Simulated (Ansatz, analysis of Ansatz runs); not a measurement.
# SnO2 (P4_2/mnm), nudged elastic band: V_O hop (2.6 Å) (q = 0)

Wanted: path and barrier of a jump of O in SnO2 (P4_2/mnm) at charge 0. The case: V_O hop (2.6 Å), in a cell of 72 host atoms with 1 O taken out.

Main program and level: Ansatz 0.2.0; plane-wave PAW DFT, PBEsol; nudged elastic band between two relaxed defect structures.

Report form: the programs' logs are mostly left out.

### Step 1. The starting structure

The cell holds 71 atoms: 24 Sn and 47 O. Cell: a = 9.537 Å, b = 9.537 Å, c = 9.637 Å, α = 90.0°, β = 90.0°, γ = 90.0°. It derives from SnO2 (space group P4_2/mnm). Nearest the centre at fractional (0.500, 0.500, 0.500): O44 at 1.31 Å, Sn67 at 1.61 Å, Sn61 at 1.61 Å, O18 at 2.62 Å, O70 at 2.62 Å, O12 at 2.62 Å, O64 at 2.62 Å, Sn25 at 3.37 Å.

The cell's shortest repeat is 9.5 Å.

### Step 2. Relaxation of the start point, charge 0

A barrier is counted from a minimum, so both ends are relaxed first. Small random displacements break the symmetry of the ideal sites, so that the defect can distort if it gains by it.

Contents of q0.start/input.yaml:

```yaml
crystal:
  lattice:
    - [9.53680188, 0.0, 0.0]
    - [0.0, 9.53680188, 0.0]
    - [0.0, 0.0, 9.63728464]
  atoms:
    - { symbol: Sn, position: [0.25, 0.25, 0.16666667] }
    - { symbol: Sn, position: [0.0, 0.0, 0.0] }
    - { symbol: O, position: [0.09687292, 0.40312708, 0.16666667] }
    - { symbol: O, position: [0.40312708, 0.09687292, 0.16666667] }
    - { symbol: O, position: [0.15312708, 0.15312708, 0.0] }
    - { symbol: O, position: [0.34687292, 0.34687292, 0.0] }
    - { symbol: Sn, position: [0.25, 0.25, 0.5] }
    - { symbol: Sn, position: [0.0, 0.0, 0.33333333] }
[... 59 atom lines left out ...]
    - { symbol: O, position: [0.59687292, 0.90312708, 0.83333333] }
    - { symbol: O, position: [0.90312708, 0.59687292, 0.83333333] }
    - { symbol: O, position: [0.65312708, 0.65312708, 0.66666667] }
    - { symbol: O, position: [0.84687292, 0.84687292, 0.66666667] }
basis:
  ecutwfc: 420
  xc_grid: 2
hamiltonian:
  xc: pbesol
kpoints:
  mp_grid: { grid: [1, 1, 1], shift: [0.25, 0.25, 0.25] }
scf:
  occupations: { method: fixed }
  max_iter: 120
output:
  forces: true
relax:
  f_tol: 0.02
  max_steps: 70
  random_displacement: { amplitude: 0.03, seed: 656 }
```

Started as:

```
ansatz run input.yaml --threads 4 --pin off --max-ram 14131MiB --backend cpu --events-out ev --progress --plain --runs-dir out
```

Run time: 97 s. Hardware: 4 threads of Arm Neoverse V1, shared host; peak memory 1.8 GiB.

Step by step:

```csv
step,energy less that of the first step (eV),largest force component (eV/Å)
1,0.0000,1.0591
2,-0.4873,0.3621
3,-0.5785,0.0293
4,-0.5794,0.0252
5,-0.5798,0.0139
```

The atoms that moved most (Å, from the sites as typed, ahead of the random displacement, the mean shift of all atoms taken out):

```csv
atom,dx,dy,dz,length
O29,0.044,-0.042,0.007,0.061
O34,0.042,-0.043,-0.008,0.061
O35,0.037,-0.037,-0.005,0.052
O28,0.036,-0.037,0.004,0.051
O18,-0.030,0.018,-0.014,0.038
O64,-0.018,0.030,0.014,0.038
Sn61,-0.024,0.022,0.017,0.037
O70,-0.011,0.028,-0.015,0.034
```

Neighbours of O44 at the end:

```csv
atom,distance (Å)
Sn42,2.076
Sn67,2.078
Sn61,2.080
O52,2.924
O47,2.924
O53,2.927
O46,2.927
O70,2.937
O12,2.939
O64,2.939
O18,2.939
```

This step gave:

| Quantity | Value |
| --- | --- |
| free energy | -169154.5381 eV |
| r.m.s. move of the farther half of the atoms | 0.01115 Å |
| largest move from the ideal geometry of this structure, a common shift of the far atoms taken out | 0.05506 Å |

The relaxation gained 0.580 eV and ended with a largest force component of 0.014 eV/Å.

### Step 3. Relaxation of the end point, charge 0

The end point is relaxed in the same cell and settings, so that the two energies compare. Atoms more than 3.2 Å from the middle of the hop start where the first relaxation left them, the nearer ones on or close to their ideal places, with small random displacements.

Contents of q0.end/input.yaml:

```yaml
crystal:
  lattice:
    - [9.53680188, 0.0, 0.0]
    - [0.0, 9.53680188, 0.0]
    - [0.0, 0.0, 9.63728464]
  atoms:
    - { symbol: Sn, position: [0.24955854, 0.2499752, 0.16663162] }
    - { symbol: Sn, position: [0.00017542, -0.00016288, 1.03e-05] }
[... 4 atom lines left out ...]
    - { symbol: Sn, position: [0.24845593, 0.24767958, 0.50007749] }
[... 4 atom lines left out ...]
    - { symbol: O, position: [0.34687292, 0.34687292, 0.33333333] }
[... 5 atom lines left out ...]
    - { symbol: O, position: [0.34687292, 0.34687292, 0.66666667] }
[... 6 atom lines left out ...]
    - { symbol: Sn, position: [0.24974904, 0.75026122, 0.49996305] }
[... 12 atom lines left out ...]
    - { symbol: O, position: [0.59570135, 0.40444409, 0.16949048] }
[... 3 atom lines left out ...]
    - { symbol: Sn, position: [0.75097143, 0.24905393, 0.50001667] }
[... 1 atom line left out ...]
    - { symbol: O, position: [0.402986, 0.597014, 0.5] }
[... 15 atom lines left out ...]
    - { symbol: Sn, position: [0.75233677, 0.75155115, 0.49990158] }
    - { symbol: Sn, position: [0.5, 0.5, 0.33333333] }
[... 2 atom lines left out ...]
    - { symbol: O, position: [0.65312708, 0.65312708, 0.33333333] }
[... 2 atom lines left out ...]
    - { symbol: Sn, position: [0.5, 0.5, 0.66666667] }
[... 2 atom lines left out ...]
    - { symbol: O, position: [0.65312708, 0.65312708, 0.66666667] }
    - { symbol: O, position: [0.84794848, 0.84733001, 0.6670017] }
basis:
  ecutwfc: 420
  xc_grid: 2
hamiltonian:
  xc: pbesol
kpoints:
  mp_grid: { grid: [1, 1, 1], shift: [0.25, 0.25, 0.25] }
scf:
  occupations: { method: fixed }
  max_iter: 120
output:
  forces: true
relax:
  f_tol: 0.02
  max_steps: 70
  random_displacement: { amplitude: 0.01, seed: 656 }
```

Wall time 2.2 min (4 threads); peak memory 1.8 GiB.

Step by step:

```csv
step,energy less that of the first step (eV),largest force component (eV/Å)
1,0.0000,0.6552
2,-0.1556,0.1675
3,-0.1823,0.1084
4,-0.1828,0.1035
5,-0.1803,0.1053
6,-0.1868,0.0228
7,-0.1870,0.0063
```

Relaxation step 5 was tried and not accepted.

The atoms that moved most (Å, from the sites as typed, ahead of the random displacement):

```csv
atom,dx,dy,dz,length
O52,-0.045,0.043,-0.010,0.063
O47,-0.042,0.044,0.010,0.062
O34,-0.042,0.044,0.010,0.061
O29,-0.042,0.039,-0.009,0.058
O46,-0.041,0.039,0.008,0.058
O28,-0.038,0.040,-0.007,0.056
O53,-0.037,0.039,-0.008,0.055
O35,-0.039,0.037,0.008,0.054
```

Neighbours of O44 at the end:

```csv
atom,distance (Å)
Sn25,2.073
Sn67,2.079
Sn61,2.080
O29,2.924
O34,2.925
O35,2.927
O28,2.928
O12,2.938
O70,2.938
O18,2.939
O64,2.940
```

This step gave:

```yaml
free_energy: -169154.5383 eV
r_m_s_move_of_the_farther_half_of_the_atoms: 0.01172 Å
largest_move_from_the_ideal_geometry_of_this_structure_a_common_shift_of_the_far_atoms_taken_out: 0.05935 Å
```

The relaxation gained 0.187 eV and ended with a largest force component of 0.0063 eV/Å. The end lies within 1 meV of the start.

### Step 4. Nudged elastic band, charge 0

5 movable images are laid between the ends on a pair-potential path, which keeps atoms from colliding in the first guess. Each image feels the true force across the path and a spring force along it. The highest image is set to climb to the top of the path.

This step: plane-wave PAW DFT, PBEsol; nudged elastic band between two relaxed defect structures.

Contents of q0.neb/input.yaml:

```yaml
crystal:
  lattice:
    - [9.53680188, 0.0, 0.0]
    - [0.0, 9.53680188, 0.0]
    - [0.0, 0.0, 9.63728464]
  atoms:
    - { symbol: Sn, position: [0.24959132, 0.24978803, 0.16703877] }
    - { symbol: Sn, position: [0.0002082, -0.00035005, 0.00041744] }
    - { symbol: O, position: [0.09639152, 0.40267845, 0.16647703] }
    - { symbol: O, position: [0.40233168, 0.09612517, 0.16805262] }
    - { symbol: O, position: [0.15333998, 0.15235888, 0.00034771] }
    - { symbol: O, position: [0.34769009, 0.34576261, 0.00074767] }
    - { symbol: Sn, position: [0.24848871, 0.24749241, 0.50048464] }
    - { symbol: Sn, position: [-0.00017099, -0.00010093, 0.33335212] }
    - { symbol: O, position: [0.09598929, 0.40157816, 0.50039579] }
    - { symbol: O, position: [0.40256939, 0.09543024, 0.50045797] }
    - { symbol: O, position: [0.15261193, 0.15192511, 0.33340566] }
    - { symbol: O, position: [0.34400908, 0.34772214, 0.3353306] }
    - { symbol: Sn, position: [0.24978075, 0.25012087, 0.83407476] }
    - { symbol: Sn, position: [3.976e-05, -6.176e-05, 0.66746757] }
    - { symbol: O, position: [0.09640376, 0.40279519, 0.83445682] }
    - { symbol: O, position: [0.40289745, 0.09685914, 0.83285341] }
    - { symbol: O, position: [0.15283948, 0.15197053, 0.66762813] }
    - { symbol: O, position: [0.34383073, 0.3485727, 0.66561601] }
    - { symbol: Sn, position: [0.25038325, 0.74960531, 0.16637368] }
    - { symbol: Sn, position: [-0.00085749, 0.5003863, 0.00042006] }
    - { symbol: O, position: [0.0974653, 0.90250044, 0.16769235] }
    - { symbol: O, position: [0.40319783, 0.597576, 0.16549486] }
    - { symbol: O, position: [0.15216856, 0.65325259, 0.00044549] }
    - { symbol: O, position: [0.3466338, 0.84760348, 0.00033044] }
    - { symbol: Sn, position: [0.24978182, 0.75007405, 0.50037019] }
    - { symbol: Sn, position: [-0.00012422, 0.49867154, 0.33369374] }
    - { symbol: O, position: [0.09777828, 0.90208226, 0.50040037] }
    - { symbol: O, position: [0.15698613, 0.64905991, 0.33414755] }
    - { symbol: O, position: [0.35153863, 0.84222597, 0.33452065] }
    - { symbol: Sn, position: [0.25028253, 0.74936161, 0.83439883] }
    - { symbol: Sn, position: [-0.00013176, 0.4985267, 0.66706833] }
    - { symbol: O, position: [0.097429, 0.9023983, 0.83314802] }
    - { symbol: O, position: [0.40233081, 0.59648881, 0.83531372] }
    - { symbol: O, position: [0.15761754, 0.6483469, 0.66625169] }
    - { symbol: O, position: [0.35084512, 0.8427693, 0.66661315] }
    - { symbol: Sn, position: [0.74935572, 0.25059132, 0.16715858] }
    - { symbol: Sn, position: [0.49946164, 0.00068024, 0.00039108] }
    - { symbol: O, position: [0.59573413, 0.40425692, 0.16989763] }
    - { symbol: O, position: [0.90294471, 0.09693855, 0.16661005] }
    - { symbol: O, position: [0.6513953, 0.15497706, 0.000484] }
    - { symbol: O, position: [0.84488884, 0.34841577, 0.00037633] }
    - { symbol: Sn, position: [0.75100421, 0.24886676, 0.50042381] }
    - { symbol: Sn, position: [0.50130079, 1.086e-05, 0.33374943] }
    - { symbol: O, position: [0.59715199, 0.40281085, 0.50044783] }
    - { symbol: O, position: [0.90374131, 0.09605579, 0.50044318] }
    - { symbol: O, position: [0.65362171, 0.15269726, 0.33346249] }
    - { symbol: O, position: [0.84697924, 0.34642862, 0.333634] }
    - { symbol: Sn, position: [0.74935892, 0.25037624, 0.83372101] }
    - { symbol: Sn, position: [0.50116129, -5.032e-05, 0.66712104] }
    - { symbol: O, position: [0.59576678, 0.40404177, 0.83116617] }
    - { symbol: O, position: [0.90292281, 0.09682062, 0.83418764] }
    - { symbol: O, position: [0.65332667, 0.1529498, 0.66721332] }
    - { symbol: O, position: [0.84715557, 0.34620378, 0.66741143] }
    - { symbol: Sn, position: [0.74973872, 0.7501029, 0.16673117] }
    - { symbol: Sn, position: [0.50113315, 0.49870802, 0.00050778] }
    - { symbol: O, position: [0.59708461, 0.90348521, 0.16637482] }
    - { symbol: O, position: [0.90290988, 0.59688348, 0.16795234] }
    - { symbol: O, position: [0.65401191, 0.65225849, 5.858e-05] }
    - { symbol: O, position: [0.84752852, 0.84649779, 0.00044234] }
    - { symbol: Sn, position: [0.75236955, 0.75136398, 0.50030873] }
    - { symbol: Sn, position: [0.49756569, 0.50206939, 0.33551958] }
    - { symbol: O, position: [0.59828812, 0.90388307, 0.5004346] }
    - { symbol: O, position: [0.90437147, 0.59720403, 0.5003808] }
    - { symbol: O, position: [0.65136097, 0.65606717, 0.33517811] }
    - { symbol: O, position: [0.84797017, 0.84697344, 0.33317932] }
    - { symbol: Sn, position: [0.75004808, 0.7502615, 0.8337695] }
    - { symbol: Sn, position: [0.49815512, 0.50195689, 0.66557491] }
    - { symbol: O, position: [0.59720846, 0.90349115, 0.83430291] }
    - { symbol: O, position: [0.9036915, 0.59748411, 0.83276323] }
    - { symbol: O, position: [0.65201114, 0.65586853, 0.66547547] }
    - { symbol: O, position: [0.84798127, 0.84714284, 0.66740885] }
basis:
  ecutwfc: 420
  xc_grid: 2
hamiltonian:
  xc: pbesol
kpoints:
  mp_grid: { grid: [1, 1, 1], shift: [0.25, 0.25, 0.25] }
scf:
  occupations: { method: fixed }
  max_iter: 120
output:
  forces: true
neb:
  images: 5
  f_tol: 0.04
  climbing: true
  initial_path: idpp
  max_iterations: 45
  order_check: false
  final_atoms:
    - { symbol: Sn, position: [0.24990921, 0.24943438, 0.16703364] }
    - { symbol: Sn, position: [-0.00018586, 4.5e-05, 0.00040597] }
[... 4 atom lines left out ...]
    - { symbol: Sn, position: [0.2476271, 0.2483058, 0.50049063] }
[... 4 atom lines left out ...]
    - { symbol: O, position: [0.34785364, 0.3437762, 0.33530646] }
[... 5 atom lines left out ...]
    - { symbol: O, position: [0.34877517, 0.34352374, 0.6656382] }
[... 6 atom lines left out ...]
    - { symbol: Sn, position: [0.2491989, 0.75064003, 0.50041868] }
[... 12 atom lines left out ...]
    - { symbol: O, position: [0.5979612, 0.40315418, 0.16540734] }
[... 3 atom lines left out ...]
    - { symbol: Sn, position: [0.7507905, 0.24902361, 0.5003977] }
[... 1 atom line left out ...]
    - { symbol: O, position: [0.40284576, 0.59682147, 0.50043391] }
[... 15 atom lines left out ...]
    - { symbol: Sn, position: [0.75155241, 0.75220914, 0.50031616] }
    - { symbol: Sn, position: [0.50231416, 0.49726544, 0.33556943] }
[... 2 atom lines left out ...]
    - { symbol: O, position: [0.65616053, 0.65128867, 0.33518257] }
[... 2 atom lines left out ...]
    - { symbol: Sn, position: [0.50251654, 0.49759113, 0.66528822] }
[... 2 atom lines left out ...]
    - { symbol: O, position: [0.65589902, 0.65209241, 0.66549007] }
    - { symbol: O, position: [0.84755167, 0.84766292, 0.66740957] }
```

The job ended after 17 min (4 threads; peak memory 6.5 GiB; 47 min of CPU time).

The path, image by image:

```csv
image,path (Å),energy (eV),"O44: x, y, z (Å)"
0,0.000,0.0000,"5.695, 3.842, 4.823"
1,0.499,0.5475,"5.402, 4.064, 4.823"
2,0.998,1.5914,"5.058, 4.367, 4.823"
3,1.498,2.1039,"4.698, 4.695, 4.823"
4,1.997,1.5910,"4.369, 5.056, 4.823"
5,2.496,0.5467,"4.066, 5.400, 4.823"
6,2.996,-0.0002,"3.842, 5.692, 4.823"
```

Numbers from this step:

* free energy: -169152.4342 eV
* barrier forward: 2.104 eV
* barrier backward: 2.104 eV
* end less start: -1.61e-4 eV
* hop length: 2.619 Å

Track of the atom that was set to move:

```csv
image,x (Å),y (Å),z (Å),nearest neighbour,distance (Å)
0,5.695,3.842,4.823,Sn,2.076
1,5.402,4.064,4.823,Sn,1.987
2,5.058,4.367,4.823,Sn,1.892
3,4.698,4.695,4.823,Sn,1.859
4,4.369,5.056,4.823,Sn,1.892
5,4.066,5.4,4.823,Sn,1.987
6,3.842,5.692,4.823,Sn,2.073
```

The band met its tolerance of 0.04 eV/Å after 6 iterations, with image 3 on top (the start counts as 0). O44, which moves farthest between the ends, has 3 Sn at 2.08 Å nearest at the start and 2 Sn at 1.86 Å at the top.

### Step 5. Single point at the start point, PBEsol, denser k-mesh

Three single points on a mesh of more k-points (start, top, end) test the sampling. The start is shown; top and end are run alike.

This step: plane-wave PAW DFT, PBEsol; single point of a defect supercell on a structure of the PBEsol path.

Contents of q0.start.mesh/input.yaml:

```yaml
crystal:
  lattice:
    - [9.53680188, 0.0, 0.0]
    - [0.0, 9.53680188, 0.0]
    - [0.0, 0.0, 9.63728464]
  atoms:
    - { symbol: Sn, position: [0.24959132, 0.24978803, 0.16703877] }
    - { symbol: Sn, position: [0.0002082, -0.00035005, 0.00041744] }
[... 4 atom lines left out ...]
    - { symbol: Sn, position: [0.24848871, 0.24749241, 0.50048464] }
[... 4 atom lines left out ...]
    - { symbol: O, position: [0.34400908, 0.34772214, 0.3353306] }
[... 5 atom lines left out ...]
    - { symbol: O, position: [0.34383073, 0.3485727, 0.66561601] }
[... 6 atom lines left out ...]
    - { symbol: Sn, position: [0.24978182, 0.75007405, 0.50037019] }
[... 12 atom lines left out ...]
    - { symbol: O, position: [0.59573413, 0.40425692, 0.16989763] }
[... 3 atom lines left out ...]
    - { symbol: Sn, position: [0.75100421, 0.24886676, 0.50042381] }
[... 1 atom line left out ...]
    - { symbol: O, position: [0.59715199, 0.40281085, 0.50044783] }
[... 15 atom lines left out ...]
    - { symbol: Sn, position: [0.75236955, 0.75136398, 0.50030873] }
    - { symbol: Sn, position: [0.49756569, 0.50206939, 0.33551958] }
[... 2 atom lines left out ...]
    - { symbol: O, position: [0.65136097, 0.65606717, 0.33517811] }
[... 2 atom lines left out ...]
    - { symbol: Sn, position: [0.49815512, 0.50195689, 0.66557491] }
[... 2 atom lines left out ...]
    - { symbol: O, position: [0.65201114, 0.65586853, 0.66547547] }
    - { symbol: O, position: [0.84798127, 0.84714284, 0.66740885] }
basis:
  ecutwfc: 420
  xc_grid: 2
hamiltonian:
  xc: pbesol
kpoints:
  mp_grid: { grid: [2, 2, 2], shift: [0.5, 0.5, 0.5] }
scf:
  occupations: { method: fixed }
  max_iter: 120
output:
  forces: true
  eigenvalues: true
checkpoint:
  write: "../q0.start.mesh.run"
  compress: false
  write_wavefunctions: false
  write_every: 100000
```

It took 89 s on 4 threads; peak memory 5.4 GiB; 5.8 min of CPU time.

Read from the output:

- free energy: -169154.5568 eV

### Step 6. Barrier from single points, PBEsol, denser k-mesh

Analysis of the runs above: barrier from PBEsol single points on the PBEsol path.

It gives:

- barrier forward: 2.109 eV
- barrier backward: 2.109 eV
- end less start: -2.62e-4 eV

This gives 2.109 eV against the band's 2.104 eV (backward 2.109 against 2.104 eV). This mesh holds only the band's own point and its sign variants, so it tests the average over those and no finer sampling.

### Step 7. Single point at the start point, LDA

Three single points with LDA show how much the barrier depends on that choice; lattice and path are kept. The start is shown; top and end are run alike.

This step: plane-wave PAW DFT, LDA; single point of a defect supercell on a structure of the PBEsol path.

q0.start.lda/input.yaml, as its differences from q0.start.mesh/input.yaml of step 5:

```diff
@@ -36,5 +36,5 @@
 hamiltonian:
-  xc: pbesol
+  xc: lda
 kpoints:
-  mp_grid: { grid: [2, 2, 2], shift: [0.5, 0.5, 0.5] }
+  mp_grid: { grid: [1, 1, 1], shift: [0.25, 0.25, 0.25] }
 scf:
@@ -46,3 +46,3 @@
 checkpoint:
-  write: "../q0.start.mesh.run"
+  write: "../q0.start.lda.run"
   compress: false
```

Elapsed: 22 s, on 4 threads; peak memory 1.8 GiB; 82 s of CPU time.

Numbers from this step:

| Property | Result |
| --- | --- |
| free energy | -167207.2289 eV |

### Step 8. Barrier from single points, LDA

Analysis of the runs above: barrier from LDA single points on the PBEsol path.

It gives:

```
barrier forward  : 1.853 eV
barrier backward : 1.853 eV
end less start   : -3.65e-4 eV
```

This gives 1.853 eV against the band's 2.104 eV.

### Step 9. Single point at the start point, r2SCAN

Three single points with a meta-GGA, at its higher cutoff of 500 eV, show what it does to the barrier on the path found. The start is shown; top and end are run alike.

This step: plane-wave PAW DFT, r2SCAN; single point of a defect supercell on a structure of the PBEsol path.

q0.start.r2scan/input.yaml, as its differences from q0.start.lda/input.yaml of step 7:

```diff
@@ -33,6 +33,6 @@
 basis:
-  ecutwfc: 420
+  ecutwfc: 500
   xc_grid: 2
 hamiltonian:
-  xc: lda
+  xc: r2scan
 kpoints:
@@ -46,3 +46,3 @@
 checkpoint:
-  write: "../q0.start.lda.run"
+  write: "../q0.start.r2scan.run"
   compress: false
```

Run time: 38 s. Hardware: 4 threads; peak memory 2.5 GiB; 2.5 min of CPU time.

Numbers from this step:

```yaml
free_energy: -171658.5428 eV
```

### Step 10. Barrier from single points, r2SCAN

Analysis of the runs above: barrier from r2SCAN single points on the PBEsol path.

It gives:

```yaml
barrier_forward: 2.610 eV
barrier_backward: 2.609 eV
end_less_start: 4.98e-4 eV
```

This gives 2.610 eV against the band's 2.104 eV.

### Step 11. Summary of results

```json
{
 "barrier forward": "2.10 eV",
 "barrier backward": "2.10 eV",
 "end less start": "0.00 eV",
 "hop length": "2.62 Å",
 "band iterations, as the log counts them": "6",
 "barrier from single points, PBEsol, denser k-mesh": "2.11 eV",
 "barrier from single points, LDA": "1.85 eV",
 "barrier from single points, r2SCAN": "2.61 eV"
}
```

The top of the band lies 2.10 eV above the start and 2.10 eV above the end, which are alike in energy and neighbours. With an assumed prefactor of 1e13 per second it gives one hop a second along this one path at about 820 K; whether such hops link up through the crystal wasn't checked. At the top O44 stands 1.86 Å from its nearest Sn, 0.22 Å closer than at the start. Across functionals on this path (PBEsol 2.104, LDA 1.853 and r2SCAN 2.610 eV) the forward values spread by 0.757 eV. The order of the top as a saddle was not checked for all atoms, so a bent path could be lower. What this leaves open: one k-point off the zone centre stands for the whole zone; spin–orbit coupling, which can matter with heavy atoms, is left out.

[Logs are printed without paths, hosts, clocks, repeated set-up lines and the standing remarks that a program may print on its own settings, such as how far it seeks lower states.]

[Hosts, paths, dates, database ids (printed as entryN), source tags and the programs' standing remarks are cut or masked in the printed files.]
